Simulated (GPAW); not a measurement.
Runs of GPAW 26.7.0 on Sn. Symmetry: I4_1/amd, No. 141, tetragonal system. Conventional cell: a = 5.880 Å, b = 5.880 Å, c = 3.199 Å, α = 90.00°, β = 90.00°, γ = 90.00°. Sn (site symmetry -4m2) is surrounded by 6 Sn at 3.05 to 3.20 Å. 

```tsv
task	level	potentials or basis	spin	cell	k mesh	smearing	band path	band points	spin axis theta (degrees)	spin axis phi (degrees)	soc after scf	gap on the mesh (eV)	pressure (GPa)
band structure	PBEsol	PAW data sets generated in the run's folder for this functional, pw	off	as given	9 × 9 × 9	fermi-dirac 0.05 eV	GXMGZPNZ1M,XP	100	-	-	-	-	(a)
band structure	PBE	GPAW PAW data sets (gpaw-data 1.2.1), pw	off	as given	9 × 9 × 9	fermi-dirac 0.05 eV	GXMGZPNZ1M,XP	60	-	-	-	-	1.1
single point	PBE	GPAW PAW data sets (gpaw-data 1.2.1), pw	off	the cell as VASP's run set it	9 × 9 × 9	gaussian 0.1 eV	-	-	-	-	-	none	1.1
band structure	LDA	the program's PAW data sets (release 1.2.1) made for this functional, pw	off	as given	9 × 9 × 9	fermi-dirac 0.05 eV	GXMGZPNZ1M,XP	60	-	-	-	-	-3.1
band structure	PBE	GPAW PAW data sets (gpaw-data 1.2.1), pw	SOC, no magnetisation	as given	7 × 7 × 7	fermi-dirac 0.05 eV	GXMGZPNZ1M,XP	60	0	0	second variation	-	0.9
single point	PBE	GPAW PAW data sets (gpaw-data 1.2.1), pw	off	as given	9 × 9 × 9	gaussian 0.011 eV	-	-	-	-	-	none	1.1
```

Alike in all rows: cutoff (eV) 600.

**Question.** Estimate the missing entries.

**Answer.** (a) -1.7.

Caveats: spin-orbit coupling is left out, which moves the levels of the heavy elements (some runs); spin-orbit coupling was added after a scalar SCF, so levels and gaps hold it while energy, forces, pressure and moments don't (some runs); this program's spin-orbit splittings come out too wide for heavy elements (some runs).

A k mesh can miss the band edges, and rows without SOC leave out spin-orbit coupling on Sn.

A gap of «none» marks a metal or a gap under the smearing width.
